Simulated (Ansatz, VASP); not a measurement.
# InSe (In2Se2, 1 layer) in two plane-wave programs

Wanted: the spread between two codes on one cell, functional and k mesh. Of the first pair: The structure shown is the start of the Ansatz relaxation below; VASP solves that cell, so the two are compared at the walk's first step.

Calculated with Ansatz 0.2.0; plane waves, with VASP 6.6.1 beside it; single point at PBE.

### Step 1. Starting point

The cell holds 4 atoms: 2 Se and 2 In. Its edges and angles: a = 4.134 Å, b = 4.134 Å, c = 22.143 Å, α = 90.0°, β = 90.0°, γ = 120.0°. Vacuum lies along c.

### Step 2. Ansatz: relaxation, PBE

Ansatz runs on its default PAW (the set named soft_2) files.

The two programs are compared at the cell with which this relaxation starts, whose forces are those of its first step.

The input, input.yaml:

```yaml
crystal:
  lattice:
    - [4.134, 0.0, 0.0]
    - [-2.067, 3.5801490192, 0.0]
    - [0.0, 0.0, 22.1429094641]
  atoms:
    - { symbol: Se, position: [0.3333333333, 0.6666666667, 0.3838700607] }
    - { symbol: In, position: [0.0, 0.0, 0.4358711193] }
    - { symbol: In, position: [0.0, 0.0, 0.5641288807] }
    - { symbol: Se, position: [0.3333333333, 0.6666666667, 0.6161299393] }
kpoints:
  mp_grid: { grid: [6, 6, 1] }
hamiltonian:
  xc: pbe
scf:
  occupations: { method: fermi_dirac, width: 0.05 }
  convergence: { dr2_threshold: 1.0e-08 }
efield:
  axis: 3
  dipole_correction: true
  ramp_position: 0.97
  ramp_width: 0.04
relax:
  f_tol: 0.01
  cell: { fix: [c, alpha, beta] }
output:
  write_potential: true
  write_density: true
  volumetric_format: npy
```

Run with:

```sh
> ansatz run input.yaml --threads 4 --pin off --max-ram 8192MiB --backend cpu --events-out ev --progress --plain --runs-dir out
```

Numbers of over 12 decimals in the logs are rounded to 6 here.

Log:

```text
Warning: relax.cell: scf.convergence.dr2_threshold = 1e-8 eV is looser than the 4e-10 eV advised for a relaxation that steers and ends on the stress (1e-10 eV for each atom of the cell: 4). What an SCF threshold leaves in a stress goes as its square root, and in the free energy as the threshold itself, and one threshold admits the most on a small cell: [figures from the program's tests cut] Set scf.convergence.dr2_threshold to 4e-10 eV or tighter. The threshold is an SCF's pass mark: one that does not reach it within its budget of iterations ends unconverged, or closes short of it on a stop that the run arms, and scf.convergence.dr2_threshold's page says what that costs each kind of run
Engine: ansatz 0.2.0, aarch64-unknown-linux-gnu
Pseudopotentials: kind: paw
Pseudopotential: Se, paw, valence charge 16, recommended cutoff 420 eV (normal), Se.paw.azcp
Pseudopotential: In, paw, valence charge 13, recommended cutoff 420 eV (normal), In.paw.azcp
Functional definition: PBE
  parameter kappa = 0.804
  parameter beta = 0.066725
  exchange = pbe_x(kappa = kappa, mu = beta*pi^2/3)
  correlation = pbe_c(beta = beta)
Crystal: 4 atoms, lattice volume = 327.723 Å³
Basis set: ecut = 420 eV, 6339 PW (Γ), exchange–correlation on 60×60×300 points (8 copies of the dense FFT grid, shifted against one another)
Bands: 35, of which v1, the nominal top of the filled ones, is band 29 counted from 1 (28 counted from 0)
Symmetry: 6 space group operations
k-points: 7 of 36 (time reversal used)
Non-local potential: Se, projectors of the file, l = 0: 2, l = 1: 2, l = 2: 3, l = 3: 1
Non-local potential: In, projectors of the file, l = 0: 2, l = 1: 2, l = 2: 2, l = 3: 2
PAW form: soft (Blöchl's): semilocal exchange-correlation on the pseudo side does not see the compensation charge
PAW one-centre angular grid: Se, 590 points (default); XC on 64 Gauss nodes
PAW one-centre angular grid: In, 590 points (default); XC on 64 Gauss nodes
Initial density: superposition of atomic densities (neutral atoms: chi_scale 0, normalization atom), corrected by the library's trained network
Initial wavefunctions: pseudopotential atomic-orbital guess
Functional: x = pbe(κ = 0.804, μ = 0.219515), c = pbe(β = 0.066725)
SCF iter   1: F=—  HF=-22135.874063 eV  |F-HF|=—  |Δ(HF+E_count)|=         —  Δρ=1.28e-3  dr2=1.04e-2  ethr=1.77e-3  p=-0.000 e·Å  D=-1.16e-5 V/Å  ΔV_dip=0.00 eV  dr2_dipole=1.59e-7  V_vac-E_F(+/−)=5.11/5.11 eV  ⟨swp⟩=7.4  Hψ=1152  notcnv=0
efield: sawtooth ramp at fractional position 0.9700 (set: `efield.ramp_position`, or a place that a band, a saddle search or an elastic batch's reference lends), width 0.0400; the density the first Hamiltonian is built on has a dipole p = -0.000 e·Å; the dipole correction subtracts the counter field D = -1.16e-5 V/Å, which shifts the + side's vacuum level by +0.00 eV against the − side's; the planar-averaged density in the ramp window peaks in size at 4.7e-6 e/Å³
preconditioner: auto → Resta (q_TF=auto, 2.044 Å⁻¹)  ε∞=1.8  [insulator: Δε(μ)=0.941 eV  Ē_g=13.816 eV  σ=0.050 eV  W_gap=1.00  n_scr=56 (ndim 8)  ℏωp=12.6 eV  f_vac=0.623  D(μ)=0.00/eV (n_scr^D=0)  ε∞_Penn≈1.8  vacuum switching on, ρ_ref=1.4e-2 e/Å³]
SCF iter   2: F=—  HF=-22135.873614 eV  |F-HF|=—  |Δ(HF+E_count)|=   4.49e-4  Δρ=4.56e-4  dr2=1.97e-3  ethr=1.79e-5  p=0.000 e·Å  D=1.08e-4 V/Å  ΔV_dip=-0.00 eV  dr2_dipole=1.58e-6  V_vac-E_F(+/−)=5.11/5.11 eV  ⟨swp⟩=2.0  Hψ=383  notcnv=0  defer=7
SCF iter   3: F=—  HF=-22135.873572 eV  |F-HF|=—  |Δ(HF+E_count)|=   4.20e-5  Δρ=2.67e-4  dr2=3.19e-4  ethr=3.39e-6  p=-0.000 e·Å  D=-1.98e-4 V/Å  ΔV_dip=0.00 eV  dr2_dipole=3.45e-6  V_vac-E_F(+/−)=5.15/5.14 eV  ⟨swp⟩=2.0  Hψ=276  notcnv=0  defer=7
SCF iter   4: F=—  HF=-22135.873806 eV  |F-HF|=—  |Δ(HF+E_count)|=   2.34e-4  Δρ=1.19e-4  dr2=1.79e-4  ethr=5.50e-7  p=0.001 e·Å  D=7.38e-4 V/Å  ΔV_dip=-0.02 eV  dr2_dipole=5.27e-5  V_vac-E_F(+/−)=5.14/5.16 eV  ⟨swp⟩=2.0  Hψ=306  notcnv=0  defer=7
SCF iter   5: F=—  HF=-22135.873839 eV  |F-HF|=—  |Δ(HF+E_count)|=   3.34e-5  Δρ=5.75e-5  dr2=5.73e-5  ethr=3.09e-7  p=-0.001 e·Å  D=-4.52e-4 V/Å  ΔV_dip=0.01 eV  dr2_dipole=1.97e-5  V_vac-E_F(+/−)=5.16/5.15 eV  ⟨swp⟩=2.0  Hψ=273  notcnv=0  defer=7
SCF iter   6: F=—  HF=-22135.873867 eV  |F-HF|=—  |Δ(HF+E_count)|=   2.78e-5  Δρ=2.62e-5  dr2=7.27e-6  ethr=9.88e-8  p=-0.000 e·Å  D=-1.43e-4 V/Å  ΔV_dip=0.00 eV  dr2_dipole=2.11e-6  V_vac-E_F(+/−)=5.16/5.15 eV  ⟨swp⟩=1.4  Hψ=241  notcnv=0  defer=7
[...]
SCF iter   2: F=—  HF=-22135.935020 eV  |F-HF|=—  |Δ(HF+E_count)|=   2.18e-5  Δρ=6.79e-5  dr2=1.77e-5  ethr=1.31e-7  p=0.000 e·Å  D=1.28e-5 V/Å  ΔV_dip=-0.00 eV  dr2_dipole=1.31e-8  V_vac-E_F(+/−)=5.20/5.20 eV  ⟨swp⟩=3.0  Hψ=379  notcnv=0
SCF iter   3: F=—  HF=-22135.935025 eV  |F-HF|=—  |Δ(HF+E_count)|=   4.75e-6  Δρ=3.53e-5  dr2=7.04e-6  ethr=3.05e-8  p=-0.000 e·Å  D=-2.74e-5 V/Å  ΔV_dip=0.00 eV  dr2_dipole=8.02e-8  V_vac-E_F(+/−)=5.19/5.19 eV  ⟨swp⟩=2.0  Hψ=280  notcnv=0
[...]
Initial wavefunctions: pseudopotential atomic-orbital guess (no wavefunctions were taken with the density)
iter 1 solved again at ethr=6.56e-8 eV; its pass at ethr=3.10e-3 eV (dr2=3.80e-5 eV) is discarded
SCF iter   1: F=—  HF=-22135.934509 eV  |F-HF|=—  |Δ(HF+E_count)|=         —  Δρ=2.15e-5  dr2=2.74e-7  ethr=6.56e-8  p=-0.000 e·Å  D=-3.06e-7 V/Å  ΔV_dip=0.00 eV  dr2_dipole=3.16e-10  V_vac-E_F(+/−)=5.19/5.19 eV  ⟨swp⟩=4.0  Hψ=1877  notcnv=0
efield: sawtooth ramp at fractional position 0.9700 (set: `efield.ramp_position`, or a place that a band, a saddle search or an elastic batch's reference lends), width 0.0400; the density the first Hamiltonian is built on has a dipole p = -0.000 e·Å; the dipole correction subtracts the counter field D = -3.06e-7 V/Å, which shifts the + side's vacuum level by +0.00 eV against the − side's; the planar-averaged density in the ramp window peaks in size at 9.9e-6 e/Å³
preconditioner: auto → Resta (q_TF=auto, 2.052 Å⁻¹)  ε∞=1.9  [insulator: Δε(μ)=1.398 eV  Ē_g=13.727 eV  σ=0.050 eV  W_gap=1.00  n_scr=56 (ndim 8)  ℏωp=12.8 eV  f_vac=0.613  D(μ)=0.00/eV (n_scr^D=0)  ε∞_Penn≈1.9  vacuum switching on, ρ_ref=1.4e-2 e/Å³]
SCF iter   2: F=—  HF=-22135.934520 eV  |F-HF|=—  |Δ(HF+E_count)|=   1.10e-5  Δρ=9.93e-6  dr2=6.16e-8  ethr=4.72e-10  p=0.000 e·Å  D=4.98e-6 V/Å  ΔV_dip=-0.00 eV  dr2_dipole=1.36e-9  V_vac-E_F(+/−)=5.19/5.19 eV  ⟨swp⟩=2.0  Hψ=447  notcnv=0
SCF iter   3: F=—  HF=-22135.934520 eV  |F-HF|=—  |Δ(HF+E_count)|=   7.10e-8  Δρ=2.82e-6  dr2=6.10e-8  ethr=1.06e-10  p=-0.000 e·Å  D=-1.44e-5 V/Å  ΔV_dip=0.00 eV  dr2_dipole=2.40e-8  V_vac-E_F(+/−)=5.19/5.19 eV  ⟨swp⟩=3.0  Hψ=378  notcnv=0
SCF iter   4: F=—  HF=-22135.934520 eV  |F-HF|=—  |Δ(HF+E_count)|=   4.31e-9  Δρ=1.88e-6  dr2=6.39e-8  ethr=1.05e-10  p=0.000 e·Å  D=1.78e-5 V/Å  ΔV_dip=-0.00 eV  dr2_dipole=2.68e-8  V_vac-E_F(+/−)=5.19/5.19 eV  ⟨swp⟩=2.0  Hψ=271  notcnv=0
SCF iter   5: F=-22135.934520 eV  HF=-22135.934520 eV  |F-HF|=1.17e-8  |Δ(HF+E_count)|=   5.86e-9  Δρ=7.46e-7  dr2=8.93e-9  ethr=1.72e-11  p=0.000 e·Å  D=7.18e-6 V/Å  ΔV_dip=-0.00 eV  dr2_dipole=3.56e-9  V_vac-E_F(+/−)=5.19/5.19 eV  ⟨swp⟩=8.6  Hψ=1528  notcnv=0
SCF 6 converged in 5 iterations: F = -22135.934520 eV  dr2 = 8.93e-9
  greatest PAW one-centre occupation: 1.000 electrons in one spin orbital (limit 2), on the Se atom at site 3 (counted from 0), in its partial waves of l = 2
relax step   6: F+E_penalty+E_count = -22135.93452032 eV  Δ(F+E_penalty+E_count) = +5.148e-4 eV  max|allowed force component| = 9.455e-3 eV/Å  Δτ_max = 0.0000 Å  P = -0.019 GPa  Ω = 320.228 Å³  fix = [c, alpha, beta]  reactions: c -0.023 GPa  stress off target by 1.67e-2 GPa on what of the cell is left free  SCF on the basis re-selected at this cell (its energy is not comparable with the rows above)  (5 SCF iters)
basis re-selected at this cell: Δ(F+E_penalty+E_count) = +5.148e-4 eV, ΔP = -0.000 GPa vs the last step (what re-selecting the basis moved, of the pressure what is left beyond the Pulay correction that the steps carried, after the strain that the cell walked since its last selection, with what the two solves' SCF thresholds leave and, on support functions, any second-order correction that the steps lacked; it is no m [...]
SCF converged after 5 iterations
Free energy (F): -22135.934520 eV
Harris-Foulkes:  -22135.934520 eV  (|F-HF|=1.17e-8)
Internal energy: -22135.934520 eV  (E = F + TS)
E sigma→0 (E₀):  -22135.934520 eV
Entropy (-TS):   -0.000000 eV (-0.000 meV/atom)
Fermi energy:    -0.615054 eV
Dipole field:    D = -0.000056 V/Å  (p = -0.000100 e·Å, saw-weighted, corrected)
Work function:   Φ+ = 5.1922 eV   Φ− = 5.1910 eV
Levels:          The Fermi level and band energies are counted from a zero that moves with the ramp; work functions are not
--- Per-component energies (eV) ---
  E_band       = -1368.858994
  E_kinetic    = 720.537752
  E_local      = -40607.080195  (includes V_loc(G=0)·N_el)
  E_nonlocal   = -457.013652
  E_hartree    = 19768.558388
  E_xc         = -637.594611
  E_vxc        = -392.931586  (∫ρ·V_xc dr)
  E_paw        = -12132.843036  (= ΣΔE_a)
  E_vpaw       = -169.489008  (= ΣTr[D̂ρ^β])
  E_aug_tail   = -0.001159  (compensation charges beyond the density's cutoff)
  E_efield     = 0.000000  (sawtooth field / dipole correction)
  E_vefield    = 0.000723  (∫n·V_field dr)
  E_ewald      = 11209.501994
  E_smearing   = -0.000000  (= −TS)
  E_closure    = -0.000000  (closes the sum)
  Σ components = -22135.934520   (vs F -22135.934520, Δ=0.00e0)
--- Forces (eV/Å), atoms counted from 1 ---
  atom   1  Se     0.00000000     0.00000000     0.00945701
  atom   2  In     0.00000000    -0.00000000    -0.00180250
  atom   3  In     0.00000000    -0.00000000     0.00166697
  atom   4  Se     0.00000000     0.00000000    -0.00931195
  max |Σ_I F_I| component: 9.54e-6 eV/Å
--- Stress (GPa, compression-positive) ---
       -0.016715      -0.000000       0.000000
       -0.000000      -0.016715       0.000000
        0.000000       0.000000      -0.022895
  P = ⅓ Tr σ = -0.0188 GPa (-0.188 kbar)
--- Band table (eV; the first three rows and the last of 7) ---
  k-point 0: bands = [... 25 lower, -1.9504, -1.8783, -1.8783, -1.4266, 0.0368, 1.2552, 3.5148, 3.5148, ... 2 higher]
  k-point 1: bands = [... 25 lower, -2.8114, -2.2401, -2.1358, -1.3613, 0.9455, 1.9601, 2.8431, 3.7306, ... 2 higher]
  k-point 2: bands = [... 25 lower, -3.0442, -2.7270, -2.5757, -1.7194, 1.0872, 1.0887, 3.1020, 3.3347, ... 2 higher]
  k-point 6: bands = [... 25 lower, -4.0950, -3.0768, -2.6337, -2.4316, 1.2362, 1.5838, 2.6490, 3.6901, ... 2 higher]
--- Relaxed structure (5 steps of the walk, 4 accepted, 1 SCFs on fresh bases) ---
  F+E_penalty+E_count = -22135.93452032 eV   max|allowed force component| = 9.455e-3 eV/Å   (the final SCF, on the basis selected at the relaxed cell)
  cell:  # Å, volume = 320.2285 Å³
    - [4.086461, 0.0, 0]
    - [-2.043230, 3.538979, 0]
    - [0, 0, 22.1429094641]
  atoms:
    - { symbol: Se, position: [0.333333, 0.666667, 0.378597] }
    - { symbol: In, position: [0, -3.700743415524894e-17, 0.436177] }
    - { symbol: In, position: [0, -3.700743415524894e-17, 0.563823] }
    - { symbol: Se, position: [0.333333, 0.666667, 0.621402] }
```

### Step 3. VASP: single point, PBE, start cell, pair 1

The same cell, functional, mesh and smearing now go to VASP, with its own data sets.

Lines of VASP's logs that name or quote its potential files are left out, and so is its time.

The input, INCAR:

```
SYSTEM = InSe
PREC = Accurate
ENCUT = 400
EDIFF = 1E-06
NELM = 120
ISMEAR = -1
SIGMA = 0.05
LREAL = .FALSE.
ALGO = Normal
GGA = PE
NBANDS = 25
LORBIT = 11
LWAVE = .FALSE.
LCHARG = .FALSE.
ISIF = 2
LDIPOL = .TRUE.
IDIPOL = 3
DIPOL = 0.5 0.5 0.5
LVHAR = .TRUE.
LASPH = .TRUE.
GGA_COMPAT = .FALSE.
EFERMI = MIDGAP
NELMDL = -8
```

The input, POSCAR:

```
InSe
1.0
    4.1340000000      0.0000000000      0.0000000000
   -2.0670000000      3.5801490000      0.0000000000
    0.0000000000      0.0000000000     22.1429090000
Se In
2 2
Direct
    0.3333333333      0.6666666667      0.3838700687
    0.3333333333      0.6666666667      0.6161299313
    1.0000000000      0.0000000000      0.4358711179
    1.0000000000      0.0000000000      0.5641288821
```

The input, KPOINTS:

```
Automatic mesh
0
Gamma
6 6 1
0 0 0
```

The projector-augmented-wave data sets are Se and In_d (PBE family, release 64).

Run with:

```sh
> mpirun -np 1 vasp_std
```

Log:

```text
[banner, memory and clock lines left out]
running    1 mpi-ranks, on    1 nodes
 distrk:  each k-point on    1 cores,    1 groups
 distr:  one band on    1 cores,    1 groups

 POSCAR found type information on POSCAR SeIn
 POSCAR found :  2 types and       4 ions
 LDA part: xc-table for (Slater+PW92), standard interpolation
 POSCAR, INCAR and KPOINTS ok, starting setup
 FFT: planning ... GRIDC
 FFT: planning ... GRID_SOFT
 FFT: planning ... GRID
 WAVECAR not read
 entering main loop
       N       E                     dE             d eps       ncg     rms          rms(c)
DAV:   1     0.293558419221E+03    0.29356E+03   -0.14215E+04   366   0.105E+03
DAV:   2     0.184628428257E+02   -0.27510E+03   -0.27186E+03   414   0.293E+02
DAV:   3    -0.135135707208E+02   -0.31976E+02   -0.31820E+02   448   0.128E+02
DAV:   4    -0.146022342689E+02   -0.10887E+01   -0.10873E+01   435   0.288E+01
DAV:   5    -0.146383203299E+02   -0.36086E-01   -0.36083E-01   523   0.463E+00
DAV:   6    -0.146392819482E+02   -0.96162E-03   -0.96161E-03   564   0.645E-01
DAV:   7    -0.146392901019E+02   -0.81537E-05   -0.81538E-05   548   0.593E-02
DAV:   8    -0.146392903625E+02   -0.26055E-06   -0.26035E-06   412   0.968E-03    0.631E+00
DAV:   9    -0.141660891558E+02    0.47320E+00   -0.99808E-01   447   0.157E+01    0.390E+00
DAV:  10    -0.141518481380E+02    0.14241E-01   -0.54434E-01   501   0.520E+00    0.968E-01
DAV:  11    -0.141463700790E+02    0.54781E-02   -0.56638E-02   519   0.281E+00    0.571E-01
DAV:  12    -0.141477207303E+02   -0.13507E-02   -0.76134E-03   380   0.459E-01    0.121E-01
DAV:  13    -0.141478341941E+02   -0.11346E-03   -0.47092E-04   528   0.229E-01    0.758E-02
DAV:  14    -0.141480217102E+02   -0.18752E-03   -0.32781E-04   383   0.124E-01    0.223E-02
DAV:  15    -0.141480386067E+02   -0.16897E-04   -0.19189E-05   496   0.421E-02    0.130E-02
DAV:  16    -0.141480963192E+02   -0.57712E-04   -0.23891E-05   393   0.262E-02    0.850E-03
DAV:  17    -0.141481115605E+02   -0.15241E-04   -0.36728E-06   361   0.222E-02    0.307E-03
DAV:  18    -0.141481591605E+02   -0.47600E-04   -0.51195E-06   329   0.848E-03    0.227E-03
DAV:  19    -0.141481787854E+02   -0.19625E-04   -0.21023E-06   317   0.615E-03    0.120E-03
DAV:  20    -0.141481858378E+02   -0.70524E-05   -0.44139E-07   303   0.474E-03    0.771E-04
DAV:  21    -0.141481899767E+02   -0.41389E-05   -0.20615E-07   296   0.314E-03    0.416E-04
DAV:  22    -0.141481939127E+02   -0.39360E-05   -0.10811E-07   286   0.149E-03    0.335E-04
DAV:  23    -0.141481981320E+02   -0.42193E-05   -0.12955E-07   267   0.106E-03    0.402E-04
DAV:  24    -0.141481989836E+02   -0.85168E-06   -0.13792E-08   238   0.689E-04
   1 F= -.14148199E+02 E0= -.14148192E+02  d E =-.135175E-04
```

OUTCAR, selected parts (step 3):

```text
ion  position               nearest neighbor table
   1  0.333  0.667  0.384-   3 2.65   3 2.65   3 2.65
   2  0.333  0.667  0.616-   4 2.65   4 2.65   4 2.65
   3  0.000  0.000  0.436-   1 2.65   1 2.65   1 2.65   4 2.84
   4  0.000  0.000  0.564-   2 2.65   2 2.65   2 2.65   3 2.84

  LATTYP: Found a hexagonal cell.
 ALAT       =     4.1340000000
 C/A-ratio  =     5.3562914852

 Subroutine GETGRP returns: Found 12 space group operations
 (whereof 12 operations were pure point group operations)

The static configuration has the point symmetry D_3h.

 Found      7 irreducible k-points:

   k-points           NKPTS =      7   k-points in BZ     NKDIM =      7   number of bands    NBANDS=     25

   dimension x,y,z NGX =    28 NGY =   28 NGZ =  144
   dimension x,y,z NGXF=    56 NGYF=   56 NGZF=  288

   ENCUT  =  400.0 eV  29.40 Ry    5.42 a.u.   6.74  6.74 36.11*2*pi/ulx,y,z

   NELECT =      38.0000    total number of electrons

 k-points in reciprocal lattice and weights: Automatic mesh
   0.00000000  0.00000000  0.00000000       0.028
   0.16666667 -0.00000000  0.00000000       0.167
   0.33333333 -0.00000000  0.00000000       0.167
   0.50000000  0.00000000  0.00000000       0.083
   0.16666667  0.16666667  0.00000000       0.167
   0.33333333  0.16666667  0.00000000       0.333
   0.33333333  0.33333333  0.00000000       0.056

 dipolmoment           0.000000      0.000000      0.000000 electrons x Angstroem

 average (electrostatic) potential at core
       1 -60.0367       2 -60.0367       3-103.1257       4-103.1257

 E-fermi :  -1.8264

 k-point     1 :       0.0000    0.0000    0.0000
  band No.  band energies     occupation
    ...
     15      -3.4112      2.00000
     16      -3.4112      2.00000
     17      -3.3273      2.00000
     18      -3.3273      2.00000
     19      -2.4619      1.99999
     20      -1.4088      0.00047
     21      -0.1431      0.00000
     22       2.1326      0.00000
     23       2.1326      0.00000
     24       2.8968      0.00000
    ...

 k-point     2 :       0.1667   -0.0000    0.0000
  band No.  band energies     occupation
    ...
     15      -4.4880      2.00000
     16      -4.1453      2.00000
     17      -3.7067      2.00000
     18      -3.5895      2.00000
     19      -2.3357      1.99992
     20      -0.3843      0.00000
     21       0.5555      0.00000
     22       1.5573      0.00000
     23       2.4575      0.00000
     24       2.5365      0.00000
    ...

 k-point     3 :       0.3333   -0.0000    0.0000
  band No.  band energies     occupation
    ...
     15      -5.1649      2.00000
     16      -4.2007      2.00000
     17      -4.1852      2.00000
     18      -4.0361      2.00000
     19      -2.7456      2.00000
     20      -0.1267      0.00000
     21      -0.1099      0.00000
     22       2.0267      0.00000
     23       2.1974      0.00000
     24       2.7523      0.00000
    ...

  Total        0.7437932      0.7437932      1.1865408      0.0000000      0.0000000      0.0000000
  in kB        3.6362734      3.6362734      5.8007882      0.0000000      0.0000000      0.0000000
  external PRESSURE =       4.3577783 kB  Pullay stress =       0.0000000 kB

  energy-cutoff  :      400.00
  volume of cell :      327.72
      direct lattice vectors                 reciprocal lattice vectors
     4.134000000  0.000000000  0.000000000     0.241896468  0.139658992  0.000000000
    -2.067000000  3.580149000  0.000000000     0.000000000  0.279317984  0.000000000
     0.000000000  0.000000000 22.142909000     0.000000000  0.000000000  0.045161185

 POSITION                                       TOTAL-FORCE (eV/Angst)
 -----------------------------------------------------------------------------------
     -0.00000      2.38677      8.50000         0.000000     -0.000000     -0.563279
     -0.00000      2.38677     13.64291         0.000000     -0.000000      0.563279
      0.00000      0.00000      9.65145        -0.000000      0.000000      0.587532
      0.00000      0.00000     12.49145        -0.000000     -0.000000     -0.587532
 -----------------------------------------------------------------------------------
    total drift:                                0.000001     -0.000001      0.000000

  FREE ENERGIE OF THE ION-ELECTRON SYSTEM (eV)
  ---------------------------------------------------
  free  energy   TOTEN  =       -14.1481989836 eV

  energy  without entropy=      -14.1481854661  energy(sigma->0) =      -14.14819222

 vacuum level on the upper side and lower side of the slab         3.335         3.335

 total charge
# of ion       s       p       d       tot
------------------------------------------
    1        1.466   2.348   0.020   3.834
    2        1.466   2.348   0.020   3.834
    3        0.861   0.646   9.883  11.390
    4        0.861   0.646   9.883  11.390
--------------------------------------------------
tot          4.654   5.988  19.807  30.449

[... 3 further parts left out ...]
```

(Part 1 of 2 ends here.)

[Lines on the potential files, build, host, timing and source positions are cut from VASP's logs without a mark.]

[Logs are printed without paths, hosts, clocks, repeated set-up lines and the standing remarks that a program may print on its own settings, such as how far it seeks lower states.]

[Hosts, paths, dates, database ids (printed as entryN), source tags and the programs' standing remarks are cut or masked in the printed files.]
